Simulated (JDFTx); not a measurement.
**MoP under changes of volume**

One of the cells (14.353 Å³/atom); the others are scaled copies at fixed shape and fractional positions:

```xyz
2
Lattice="3.2230 0.0000 0.0000 -1.6115 2.7912 0.0000 0.0000 0.0000 3.1910" Properties=species:S:1:pos:R:3 pbc="T T T"
Mo    0.0000    0.0000    0.0000
P     0.0000    1.8608    1.5955
```

| Quantity | Value |
| --- | --- |
| Program | JDFTx 1.7.0 (patched build) |
| Functional | PBEsol |
| Potentials or basis | PseudoDojo-SR-PBEsol-0.4.1-standard with smoothed tails |
| Cutoff | 1088 eV |
| Density cutoff | 8708 eV |
| k mesh | 10 × 10 × 8 |
| Occupations | fermi-dirac, width 0.05 eV |
| Spin | no spin polarisation |

| volume (Å³/atom) | energy over the lowest point (meV/atom) | pressure (GPa) |
| --- | --- | --- |
| 13.492 | ? | ? |
| 13.779 | 6.57 | 6.4 |
| 14.066 | 0.00 | 1.1 |
| 14.353 | 2.46 | -3.7 |
| 14.640 | 13.00 | -8.0 |
| 14.927 | 30.79 | -11.8 |
| 15.214 | 55.07 | -15.2 |

Question: What does the run at 13.492 Å³/atom give?

Answer: Energy over the lowest point 23.21 meV/atom; pressure 12.3 GPa.

Worked out: A Birch-Murnaghan fit of order 3 (a polynomial in V^(-2/3)) to the other rows has its minimum at 14.13 Å³/atom with B0 = V·E''(V) = 242 GPa and B' = 4.4 at fixed shape and positions, which overstates the stiffness. It gives 23.22 meV/atom at 13.492 Å³/atom, against the run's 23.21, and -dE/dV = 12.3 GPa, against 12.3.

Energies are extrapolated to zero smearing.
